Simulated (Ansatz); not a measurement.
Runs of Ansatz 0.2.0 on Sb. It takes space group I4/mmm (No. 139, tetragonal). The conventional cell has a = 3.153 Å, b = 3.153 Å, c = 5.424 Å, α = 90.00°, β = 90.00°, γ = 90.00°. Sb (site symmetry 4/mmm) has 12 Sb at 3.15 to 3.51 Å as nearest neighbours. This isn't the form of Sb at room conditions, which is rhombohedral.

```tsv
task	level	cell	k mesh	smearing	atoms under strain	gap on the mesh (eV)	pressure (GPa)	relaxed volume (Å³/atom)
relaxation of cell and atoms	BLYP+D4	relaxed	12 × 12 × 12	fermi-dirac 0.05 eV	-	none	0.0	27.88
relaxation of cell and atoms	BLYP+D3(BJ)	relaxed	12 × 12 × 12	fermi-dirac 0.05 eV	-	none	0.0	(a)
single point	PBE	as given	12 × 12 × 12	gaussian 0.029 eV	-	none	1.8	-
elastic constants	LDA	as given	9 × 9 × 9	fermi-dirac 0.05 eV	relaxed	none	-2.3	-
phonons	LDA	as given	9 × 9 × 9	fermi-dirac 0.05 eV	-	none	-	-
single point	PBE	as given	12 × 12 × 12	gaussian 0.03 eV	-	none	1.8	-
phonons	PBE	as given	9 × 9 × 9	fermi-dirac 0.05 eV	-	none	-	-
```

Alike in all rows: potentials or basis Ansatz PAW; no spin polarisation; cutoff (eV) 420.

Question: Fill in the values left out.

Answer: (a) 27.35.

Caveats: the PAW data sets come from PBE, with cores solved anew for the run's functional, which leaves a small shift of forces and pressure (some runs); the plane-wave basis is chosen anew once the cell has moved, so the energies of steps on either side of that aren't comparable (some runs); pairwise dispersion overbinds metals, which lowers pressure and volume (some runs); the elastic tensor has a negative eigenvalue, so either the cell is unstable as it stands or the mesh is too thin (some runs).

A k mesh can miss the band edges, and the runs leave out spin-orbit coupling on Sb.

A gap of «none» marks a metal or a gap under the smearing width.
